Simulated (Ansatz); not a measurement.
# GaAs (F-43m) in Ansatz: a series of runs

Runs on GaAs. Level: PBEsol. Tasks: single point.

Everything below comes from runs of Ansatz 0.2.0. Logs are shortened: lines on timing, memory, paths and dates and some standing lists are left out, and cuts for length are marked.

## 1. Starting point

The structure is cubic, space group F-43m (No. 216). Conventional cell: a = 5.654 Å, b = 5.654 Å, c = 5.654 Å, α = 90.00°, β = 90.00°, γ = 90.00°. As (site symmetry -43m) is surrounded by 4 Ga at 2.45 Å. Ga (site symmetry -43m) has 4 As at 2.45 Å as nearest neighbours.

## 2. Single point, PBEsol, 21.23 Å³/atom (volume scaled by 0.94)

File input.yaml:

```yaml
crystal:
  lattice:
    - [0.0, 2.7691429914, 2.7691429914]
    - [2.7691429914, 0.0, 2.7691429914]
    - [2.7691429914, 2.7691429914, 0.0]
  atoms:
    - { symbol: As, position: [0.75, 0.75, 0.75] }
    - { symbol: Ga, position: [0.0, 0.0, 0.0] }
kpoints:
  mp_grid: { grid: [8, 8, 8] }
scf:
  occupations: { method: fermi_dirac, width: 0.05 }
hamiltonian:
  xc: pbesol
  pseudopotentials: { kind: all_electron, lapw: { basis_error: 0.0005 } }
output:
  forces: true
  stress: true
  eigenvalues: true
```

Potentials or basis: all-electron LAPW, scalar-relativistic.

Run with:

```bash
$ ansatz run input.yaml --threads 1 --pin off --max-ram 3072MiB --backend cpu --events-out ev --progress --plain --runs-dir out
```

The log of the run:

```text
Warning: RAYON_NUM_THREADS=1 ignored (pool sized by the plan → 1); use --threads N
LAPW: plane waves up to 9.713 Å⁻¹, error target 5.0e-4 eV per atom; small_component_spin mean_spin; Ga in spheres of 1.207 Å, 21 of its electrons in bands, Dirac shells []; As in spheres of 1.191 Å, 23 of its electrons in bands, Dirac shells [] (how accurate: hamiltonian.pseudopotentials.lapw.basis_error, Limitations)
Engine: ansatz 0.2.0, aarch64-unknown-linux-gnu
Pseudopotentials: kind: all_electron
Pseudopotential: As, LAPW, valence charge 23, lapw/all_electron/scalar/gaussian/As, Koelling and Harmon's equation, gaussian nucleus
Pseudopotential: Ga, LAPW, valence charge 21, lapw/all_electron/scalar/gaussian/Ga, Koelling and Harmon's equation, gaussian nucleus
Functional definition: PBEsol
  exchange = pbesol_x
  correlation = pbesol_c
Crystal: 2 atoms, lattice volume = 42.468 Å³
Basis set: ecut = 359.43674028459424 eV, 645 PW (Γ), exchange–correlation at level 2
Bands: 27, of which v1, the nominal top of the filled ones, is band 22 counted from 1 (21 counted from 0)
Symmetry: 24 space group operations
Space group: F-43m (ITA 216), of the structure as read, at distance tolerance 3.5e-5 Å
k-points: 29 of 512 (time reversal used)
Non-local potential: As, projectors of the file, none
Non-local potential: Ga, projectors of the file, none
Initial density: superposition of atomic densities (chi_scale 0.1, normalization cell, long waves kept (reshape's long-wave potential 0.00 eV rms))
Initial wavefunctions: plane waves of lowest kinetic energy (no species holds an atomic orbital)
Functional: x = pbesol(κ = 0.804, μ = 0.12345679012345678), c = pbesol(β = 0.046)
iter 1 solved again at ethr=1.27e-3 eV; its pass at ethr=1.00e-1 eV (dr2=5.59e-1 eV) is discarded
SCF iter   1: F=—  HF=-114341.662394 eV  |F-HF|=—  |Δ(HF+E_count)|=         —  Δρ=3.21e-2  dr2=5.61e-1  ethr=1.27e-3  ⟨swp⟩=2.0  Hψ=4841  notcnv=0
preconditioner: auto → none  [insulator: Δε(μ)=1.125 eV  Ē_g=16.213 eV  σ=0.050 eV  W_gap=1.00  n_scr=14 (ndim 8)  ℏωp=24.2 eV  f_vac=0.088  D(μ)=0.00/eV (n_scr^D=0)  ε∞_Penn≈3.2]
SCF iter   2: F=—  HF=-114341.490250 eV  |F-HF|=—  |Δ(HF+E_count)|=   1.72e-1  Δρ=1.25e-2  dr2=6.11e-2  ethr=1.27e-3  ⟨swp⟩=2.2  Hψ=2326  notcnv=0
SCF iter   3: F=—  HF=-114341.469614 eV  |F-HF|=—  |Δ(HF+E_count)|=   2.06e-2  Δρ=5.38e-3  dr2=1.07e-2  ethr=1.39e-4  ⟨swp⟩=2.0  Hψ=2313  notcnv=0
iter 4 solved again at ethr=7.87e-7 eV; its pass at ethr=2.43e-5 eV (dr2=3.46e-4 eV) is discarded
SCF iter   4: F=—  HF=-114341.463460 eV  |F-HF|=—  |Δ(HF+E_count)|=         —  Δρ=1.05e-3  dr2=3.45e-4  ethr=7.87e-7  ⟨swp⟩=2.0  Hψ=3779  notcnv=0
the basis was enlarged: its passes take 230.0 KiB over the memory plan, 1 of 1 planned eigensolver slots
SCF iter   5: F=—  HF=-114341.463338 eV  |F-HF|=—  |Δ(HF+E_count)|=   1.23e-4  Δρ=1.97e-4  dr2=9.12e-6  ethr=7.84e-7  ⟨swp⟩=2.0  Hψ=2171  notcnv=0
SCF iter   6: F=—  HF=-114341.463342 eV  |F-HF|=—  |Δ(HF+E_count)|=   3.91e-6  Δρ=6.13e-5  dr2=1.19e-6  ethr=2.07e-8  ⟨swp⟩=3.0  Hψ=2258  notcnv=0
SCF iter   7: F=-114341.463343 eV  HF=-114341.463342 eV  |F-HF|=4.91e-8  |Δ(HF+E_count)|=   6.50e-7  Δρ=1.09e-5  dr2=4.03e-8  ethr=2.71e-9  ⟨swp⟩=3.0  Hψ=2265  notcnv=0
SCF 1 converged in 7 iterations: F = -114341.463343 eV  dr2 = 4.03e-8
SCF converged after 7 iterations
Free energy (F): -114341.463343 eV
Harris-Foulkes:  -114341.463342 eV  (|F-HF|=4.91e-8)
Internal energy: -114341.463342 eV  (E = F + TS)
E sigma→0 (E₀):  -114341.463342 eV
Entropy (-TS):   -0.000001 eV (-0.000 meV/atom)
Fermi energy:    10.652021 eV
--- Per-component energies (eV) ---
  E_band       = -2086.716550
  E_kinetic    = 116744.924041
  E_xc         = -4258.689097
  E_electrostatic = -226827.698285  (all electrons and nuclei)
  E_smearing   = -0.000001  (= −TS)
  E_closure    = 0.000000  (closes the sum)
  E_atoms      = -114332.430773  (free atoms, spherical and without spin; not in F)
  Σ components = -114341.463343   (vs F -114341.463343, Δ=0.00e0)
  Basis errors (estimates in eV, not in F): energy 2.2e-4 per atom: plane waves 2.0e-4 (1.1e-4 summed), levels above the bands 1.9e-75, relativity 7.6e-9, radial functions 2.2e-5, core shells 4.2e-11; eigenvalues (radial functions only) 4.2e-7; not estimated: angular momenta, meshes, grids; target (lapw.basis_error) 5.0e-4; muffin-tin radii Ga 1.207 Å, As 1.191 Å
--- Forces (eV/Å), atoms counted from 1 ---
  atom   1  As    -0.00000000     0.00000000     0.00000000
  atom   2  Ga     0.00000000    -0.00000000    -0.00000000
  max |Σ_I F_I| component: 6.94e-18 eV/Å
--- Stress (GPa, compression-positive) ---
        5.204537      -0.000000      -0.000000
       -0.000000       5.204537       0.000000
       -0.000000       0.000000       5.204537
  P = ⅓ Tr σ = 5.2045 GPa (52.045 kbar)
--- Band table (eV; the first three rows and the last of 29) ---
  k-point 0: bands = ["-174.2510", "-133.1748", "-117.8126", "-117.8126", "-117.8126", "-84.0772", "-84.0772", "-84.0772", "-25.0788", "-25.0788", "-25.0788", "-25.0664", "-25.0664", "-4.7308", "-4.7308", "-4.7308", "-4.6351", "-4.6351", "-3.0482", "10.1683", "10.1683", "10.1683", "11.0842", "13.8821", "13.8821", "13.8821", "17.7704"]
  k-point 1: bands = ["-174.2510", "-133.1748", "-117.8126", "-117.8126", "-117.8126", "-84.0772", "-84.0772", "-84.0772", "-25.0788", "-25.0786", "-25.0786", "-25.0663", "-25.0663", "-4.7502", "-4.7264", "-4.7264", "-4.6353", "-4.6353", "-2.8464", "8.2005", "9.9061", "9.9061", "12.0114", "14.2605", "14.2605", "14.4394", "18.7666"]
  k-point 2: bands = ["-174.2510", "-133.1748", "-117.8126", "-117.8126", "-117.8126", "-84.0772", "-84.0772", "-84.0772", "-25.0787", "-25.0782", "-25.0782", "-25.0662", "-25.0662", "-4.7903", "-4.7168", "-4.7168", "-4.6349", "-4.6349", "-2.2842", "5.8709", "9.4241", "9.4241", "11.7594", "14.7967", "14.7967", "16.3526", "19.0853"]
  k-point 28: bands = ["-174.2510", "-133.1748", "-117.8126", "-117.8126", "-117.8126", "-84.0772", "-84.0772", "-84.0772", "-25.0785", "-25.0780", "-25.0764", "-25.0665", "-25.0655", "-4.8574", "-4.6914", "-4.6769", "-4.6485", "-4.6312", "-0.1772", "3.2478", "6.2974", "6.4894", "14.8294", "15.0529", "15.7149", "16.1450", "21.6853"]
```

Wall time 19 s (1 thread of Arm Neoverse V2, shared host); peak memory 0.32 GiB.

Results:

* Free energy: -114341.4633 eV
* Pressure: 5.2 GPa
* Band gap on the k mesh: 0.92 eV, direct

## 3. Single point, PBEsol, 21.69 Å³/atom (volume scaled by 0.96)

Changes to input.yaml since step 2:

```diff
@@ -2,5 +2,5 @@
   lattice:
-    - [0.0, 2.7691429914, 2.7691429914]
-    - [2.7691429914, 0.0, 2.7691429914]
-    - [2.7691429914, 2.7691429914, 0.0]
+    - [0.0, 2.7886446409, 2.7886446409]
+    - [2.7886446409, 0.0, 2.7886446409]
+    - [2.7886446409, 2.7886446409, 0.0]
   atoms:
```

Potentials or basis: all-electron LAPW, scalar-relativistic.

Run with:

```bash
$ ansatz run input.yaml --threads 1 --pin off --max-ram 3072MiB --backend cpu --events-out ev --progress --plain --runs-dir out
```

Run time: 18 s. Hardware: 1 thread of Arm Neoverse V2, shared host; peak memory 0.31 GiB.

The run converged. Its results:

```
Free energy            : -114341.4873 eV
Pressure               : 3.3 GPa
Band gap on the k mesh : 0.75 eV, direct
```

## 4. Single point, PBEsol, 22.14 Å³/atom (volume scaled by 0.98)

Changes to input.yaml since step 3:

```diff
@@ -2,5 +2,5 @@
   lattice:
-    - [0.0, 2.7886446409, 2.7886446409]
-    - [2.7886446409, 0.0, 2.7886446409]
-    - [2.7886446409, 2.7886446409, 0.0]
+    - [0.0, 2.8078772807, 2.8078772807]
+    - [2.8078772807, 0.0, 2.8078772807]
+    - [2.8078772807, 2.8078772807, 0.0]
   atoms:
```

Run with:

```bash
$ ansatz run input.yaml --threads 1 --pin off --max-ram 3072MiB --backend cpu --events-out ev --progress --plain --runs-dir out
```

Run time: 19 s. Hardware: 1 thread of Arm Neoverse V2, shared host; peak memory 0.31 GiB.

It converged, with:

```yaml
Free_energy: -114341.5014 eV
Pressure: 1.7 GPa
Band_gap_on_the_k_mesh: 0.60 eV, direct
```

## 5. Single point, PBEsol, 22.59 Å³/atom

Changes to input.yaml since step 4:

```diff
@@ -2,5 +2,5 @@
   lattice:
-    - [0.0, 2.8078772807, 2.8078772807]
-    - [2.8078772807, 0.0, 2.8078772807]
-    - [2.8078772807, 2.8078772807, 0.0]
+    - [0.0, 2.82685, 2.82685]
+    - [2.82685, 0.0, 2.82685]
+    - [2.82685, 2.82685, 0.0]
   atoms:
```

Run with:

```bash
$ ansatz run input.yaml --threads 1 --pin off --max-ram 3072MiB --backend cpu --events-out ev --progress --plain --runs-dir out
```

It took 19 s on 1 thread of Arm Neoverse V2, shared host; peak memory 0.31 GiB.

Results (log left out):

| Item | Value |
| --- | --- |
| Free energy | -114341.5066 eV |
| Pressure | 0.2 GPa |
| Band gap on the k mesh | 0.45 eV, direct |

## 6. Single point, PBEsol, 23.04 Å³/atom (volume scaled by 1.02)

Changes to input.yaml since step 5:

```diff
@@ -2,5 +2,5 @@
   lattice:
-    - [0.0, 2.82685, 2.82685]
-    - [2.82685, 0.0, 2.82685]
-    - [2.82685, 2.82685, 0.0]
+    - [0.0, 2.8455714065, 2.8455714065]
+    - [2.8455714065, 0.0, 2.8455714065]
+    - [2.8455714065, 2.8455714065, 0.0]
   atoms:
```

Potentials or basis: all-electron LAPW, scalar-relativistic.

Run with:

```bash
$ ansatz run input.yaml --threads 1 --pin off --max-ram 3072MiB --backend cpu --events-out ev --progress --plain --runs-dir out
```

It took 18 s on 1 thread of Arm Neoverse V2, shared host; peak memory 0.31 GiB.

It converged, with:

| Quantity | Value |
| --- | --- |
| Free energy | -114341.5038 eV |
| Pressure | -1.1 GPa |
| Band gap on the k mesh | 0.30 eV, direct |

## 7. Single point, PBEsol, 23.49 Å³/atom (volume scaled by 1.04)

Changes to input.yaml since step 6:

```diff
@@ -2,5 +2,5 @@
   lattice:
-    - [0.0, 2.8455714065, 2.8455714065]
-    - [2.8455714065, 0.0, 2.8455714065]
-    - [2.8455714065, 2.8455714065, 0.0]
+    - [0.0, 2.8640496607, 2.8640496607]
+    - [2.8640496607, 0.0, 2.8640496607]
+    - [2.8640496607, 2.8640496607, 0.0]
   atoms:
```

Run with:

```bash
$ ansatz run input.yaml --threads 1 --pin off --max-ram 3072MiB --backend cpu --events-out ev --progress --plain --runs-dir out
```

Wall time 19 s (1 thread of Arm Neoverse V2, shared host); peak memory 0.31 GiB.

The run converged. Its results:

```
Free energy            : -114341.4940 eV
Pressure               : -2.3 GPa
Band gap on the k mesh : 0.16 eV, direct
```

## 8. Single point, PBEsol, 23.94 Å³/atom (volume scaled by 1.06)

Changes to input.yaml since step 7:

```diff
@@ -2,5 +2,5 @@
   lattice:
-    - [0.0, 2.8640496607, 2.8640496607]
-    - [2.8640496607, 0.0, 2.8640496607]
-    - [2.8640496607, 2.8640496607, 0.0]
+    - [0.0, 2.8822925071, 2.8822925071]
+    - [2.8822925071, 0.0, 2.8822925071]
+    - [2.8822925071, 2.8822925071, 0.0]
   atoms:
```

Run with:

```bash
$ ansatz run input.yaml --threads 1 --pin off --max-ram 3072MiB --backend cpu --events-out ev --progress --plain --runs-dir out
```

It took 18 s on 1 thread of Arm Neoverse V2, shared host; peak memory 0.31 GiB.

The run converged. Its results:

| Item | Value |
| --- | --- |
| Free energy | -114341.4781 eV |
| Pressure | -3.3 GPa |
| Band gap on the k mesh | none (metal or under the smearing width) |
